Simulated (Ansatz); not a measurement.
## A computed series for KI: response to strain

The parent structure is KI in the rock salt structure (space group Fm-3m, No. 225; a = 7.007 Å). Axes: x, y, z lie along the cube axes.

Strains are applied to the cell and any free atomic positions relax; under stress the whole cell relaxes.

All numbers come from PBEsol in Ansatz (plane waves to 420 eV, PAW, no spin-orbit coupling).

Notes on the quantities. energy relative to the base: free energy F.

| change | electron mass | pressure | volume per atom | energy relative to the base | band gap |
|---|---|---|---|---|---|
| base | 0.32 mₑ (at Γ) | 0.00 GPa | 43.00 Å³ | 0 meV/atom | 3.87 eV |
| isotropic strain −5.83 % | 0.29 mₑ (at Γ) | 3.44 GPa | 35.91 Å³ | +64 meV/atom | 4.33 eV |
| isotropic strain −1.03 % | 0.31 mₑ (at Γ) | 0.41 GPa | 41.68 Å³ | +1.6 meV/atom | 3.94 eV |
| uniaxial strain ε_xx = −0.45 % | 0.32 mₑ (at Γ) | 0.06 GPa | 42.80 Å³ | +0.1 meV/atom | 3.88 eV |
| uniaxial strain ε_yy = −4.24 % | 0.34 mₑ along y, 0.30 mₑ across (at Γ) | 0.68 GPa | 41.17 Å³ | +8.9 meV/atom | 3.95 eV |
| uniaxial strain ε_zz = +0.25 % | 0.32 mₑ (at Γ) | -0.03 GPa | 43.10 Å³ | 0.0 meV/atom | 3.87 eV |
| uniaxial strain ε_zz = +5.45 % | 0.31 mₑ along z, 0.34 mₑ across (at Γ) | -0.48 GPa | 45.34 Å³ | +9.1 meV/atom | 3.76 eV |
| tensor shear ε_yz = −3.50 % | – | 0.00 GPa | 42.94 Å³ | +2.3 meV/atom | 3.76 eV |
| tensor shear ε_yz = +2.43 % | – | 0.00 GPa | 42.97 Å³ | +1.1 meV/atom | 3.80 eV |
| uniaxial stress, 1 GPa compression along z | 0.33 mₑ along z, 0.31 mₑ across (at Γ) | – | 42.04 Å³ | +3.6 meV/atom | 3.91 eV |

Spin-orbit coupling, missing from the scalar runs, can matter with I. Masses are band curvatures over ±0.01 Å⁻¹ around the edge. Beyond what the load breaks, stability against distortions was not tested.

Ansatz is a first-principles code.
